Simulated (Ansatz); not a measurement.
# In: the cost of one run

Program: Ansatz 0.2.0. Level of theory: DFT PBE, scalar-relativistic, plane waves, PAW. These are calculated values, not measurements.

4 further runs of the same task are left out: 2 that didn't finish, 2 set aside as unsound or not needed.

### Step 1. The starting structure

The structure is tetragonal, space group I4/mmm (No. 139). Conventional cell: a = 3.873 Å, b = 3.873 Å, c = 3.700 Å, α = 90.00°, β = 90.00°, γ = 90.00°. In (site symmetry 4/mmm) is surrounded by 14 In at 3.30 to 3.87 Å.

Coordinates:

```cif
data_structure
_symmetry_space_group_name_H-M 'P 1'
_symmetry_Int_Tables_number 1
_cell_length_a 3.8726
_cell_length_b 3.8726
_cell_length_c 3.6997
_cell_angle_alpha 90.000
_cell_angle_beta 90.000
_cell_angle_gamma 90.000
_cell_volume 55.49
loop_
_atom_site_label
_atom_site_type_symbol
_atom_site_fract_x
_atom_site_fract_y
_atom_site_fract_z
_atom_site_occupancy
In1 In 0.50000 0.00000 0.24992 1
In2 In 0.00000 0.50000 0.75008 1
```

The cell was relaxed beforehand at this level, from a generated guess; it needn't be the stable form of this composition. At a tolerance of 0.05 Å it has space group I4/mmm (No. 139); it has 27.74 Å³/atom, an uncorrected energy of +0.01 eV/atom over the standard state and, on its mesh, gap none (metal).

### Step 2. Volume × 0.97

Contents of input.yaml:

```yaml
crystal:
  lattice:
    - [3.8335111631, 0.0, 0.0]
    - [0.0, 3.8335111631, 0.0]
    - [0.0, 0.0, 3.6623078885]
  atoms:
    - { symbol: In, position: [0.5, 0.0, 0.2499153087] }
    - { symbol: In, position: [0.0, 0.5, 0.7500846913] }
basis:
  ecutwfc: 420
kpoints:
  mp_grid: { grid: [14, 14, 16] }
hamiltonian:
  xc: pbe
scf:
  occupations: { method: gaussian, width: 0.1 }
output:
  forces: true
  stress: true
  eigenvalues: true
relax:
  adjacent_minimum: "off"
  f_tol: 0.01
  max_steps: 30
  cell: { stress_tol: 0.1, fix: [volume] }
```

Started as:

```bash
$ ansatz run input.yaml --threads 1 --pin off --max-ram 2560MiB --backend cpu --events-out ev --progress --plain --runs-dir out
```

Q: Estimate wall time and peak memory on 1 thread of Arm Neoverse V1, shared host.

About 41 s, with a peak of 0.52 GiB.
